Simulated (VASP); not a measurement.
Runs of VASP 6.6.1 on PtS2. The structure is trigonal, space group P-3m1 (No. 164). The conventional cell has a = 3.543 Å, b = 3.543 Å, c = 5.039 Å, α = 90.00°, β = 90.00°, γ = 120.00°. Pt (site symmetry -3m) has 6 S at 2.34 Å as nearest neighbours. Around S (site symmetry 3m) lie 3 Pt at 2.34 Å. 

| task | level | potentials or basis | spin | cell | k mesh | cutoff (eV) | gap on the mesh (eV) | pressure (GPa) | relaxed volume (Å³/atom) | largest force (eV/Å) |
| --- | --- | --- | --- | --- | --- | --- | --- | --- | --- | --- |
| band structure | LDA | VASP PAW LDA potentials, release 64 (Pt, S) | off | as given | 9 × 9 × 5 | 520 | 0.91 | - | - | - |
| band structure | PBEsol | VASP PAW PBE potentials, release 64 (Pt, S) | off | as given | 9 × 9 × 5 | 520 | (a) | - | - | - |
| relaxation of cell and atoms | LDA | VASP PAW LDA potentials, release 64 (Pt, S) | off | relaxed | 9 × 9 × 5 | 600 | none | 0.0 | 16.65 | 0.01 |
| relaxation of cell and atoms | PBEsol | VASP PAW PBE potentials, release 64 (Pt, S) | off | relaxed | 9 × 9 × 5 | 600 | 0.37 | 0.0 | (b) | 0.01 |

Alike in all rows: smearing fermi-dirac 0.05 eV.

**Question.** Estimate the missing entries.

**Answer.** (a) 0.96; (b) 17.66.

Caveats: spin-orbit coupling is left out, which moves the levels of the heavy elements (some runs); the PAW data sets were made with another functional, which shifts forces and pressure a little (some runs); an odd mesh through Γ misses points on the zone boundary, where band edges often lie (some runs).

A k mesh can miss the band edges, and the runs leave out spin-orbit coupling on Pt.

A gap of «none» marks a metal or a gap under the smearing width.

Runs at the PBE level aren't shown here.
